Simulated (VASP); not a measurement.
A run of VASP 6.6.1:

The input INCAR:

```
SYSTEM = Mo
ALGO = Normal ; EDIFF = 1E-7
EDIFFG = -0.002 ; ENCUT = 520
GGA = PE ; IBRION = 2
ISIF = 3 ; ISMEAR = 0
LASPH = .TRUE. ; LCHARG = .FALSE.
LREAL = .FALSE. ; LWAVE = .FALSE.
NELM = 80 ; NSW = 80
PREC = Accurate ; SIGMA = 0.1
```

The input KPOINTS:

```
k-points
0
G
  4 4 4
  0 0 0
```

Contents of POSCAR:

```
Mo
1.0
   -1.5734150000      1.5734150000      1.5734150000
    1.5734150000     -1.5734150000      1.5734150000
    1.5734150000      1.5734150000     -1.5734150000
Mo
1
Direct
    0.0000000000      0.0000000000      0.0000000000
```

Potentials or basis: VASP PAW PBE potentials, release 64 (Mo_sv).

Launch:

```sh
$ cat potpaw_PBE.64/Mo_sv/POTCAR > POTCAR
$ mpirun -np 1 vasp_std > vasp.out
```

Hardware: 1 thread of AMD EPYC 9R45 96-Core Processor (Zen 5) (shared host).

Q: How long does it take, and how much memory?

A: Run time: 4.3 s on 1 thread of AMD EPYC 9R45 96-Core Processor (Zen 5) (shared host), peak memory 0.09 GiB. Counts: scf iterations 34, k points 8, ion steps 4.
